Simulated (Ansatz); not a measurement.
Relaxed sheet of MoS₂:

```xyz
3
Lattice="3.1357 0.0000 0.0000 -1.5678 2.7156 0.0000 0.0000 0.0000 32.4116" Properties=species:S:1:pos:R:3 pbc="T T F"
S     0.0000    0.0000   14.5974
Mo    1.5678    0.9052   16.2058
S     0.0000    1.8104   17.8141
```

These are results of Ansatz 0.2.0, DFT PBE+D3(BJ), scalar-relativistic, plane waves, PAW, not measurements. Settings: cutoff 420 eV, Γ-centred mesh 18×18×1 on the computed 3-atom cell, Gaussian smearing of 0.10 eV; no spin polarisation. No periodic images along c.

Atoms relax at each strain; stress is positive in compression. Unstrained: gap none (metal or semimetal), thickness 3.217 Å.

Q: How does it respond to strain along y (x held) of -2, +2, +5 %?

A:
| strain (%) | ΔE (meV/cell) | σxx (N/m) | σyy (N/m) | gap | thickness (Å) |
| --- | --- | --- | --- | --- | --- |
| -2 | 10.9 | -0.23 | 2.28 | none (metal or semimetal) | 3.250 |
| +2 | 9.3 | 0.28 | -1.78 | none (metal or semimetal) | 3.181 |
| +5 | 57.5 | 0.41 | -4.32 | none (metal or semimetal) | 3.133 |

The reference crystal is a form of MoS2, which isn't its usual structure.